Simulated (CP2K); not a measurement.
The system is GaN.

```
CELL_PARAMETERS angstrom
3.18693 0.00000 0.00000
1.59347 2.75996 0.00000
1.59347 0.91999 2.60212
ATOMIC_POSITIONS crystal
Ga 0.00000 0.00000 0.00000
N 0.25000 0.25000 0.25000
```

The cell is a database's computed one.

Base run:

```yaml
Program: CP2K 2026.2
Functional: PBE
Potentials_or_basis: POTENTIAL_UZH Ga GTH-PBE-q13, N GTH-PBE-q5; TZVP-MOLOPT-PBE-GTH basis
Density_cutoff: 9184 eV
k_mesh: 10 × 10 × 10
Occupations: fermi-dirac, width 0.05 eV
Spin: no spin polarisation
```

Its results: band gap on the k mesh 1.69 eV, direct; pressure 7.0 GPa.

Task: The run is repeated on the same cell with these changes: functional from PBE to AM05. What comes out?

Result: Band gap on the k mesh 1.62 eV, direct; pressure 1.7 GPa.

AM05 binds more tightly than PBE, so the same cell stands under less pressure.

Caveats: the basis of atomic orbitals isn't converged, which shifts pressures, moduli and gaps; the potentials were made for another functional, which shifts forces and pressure (some runs).

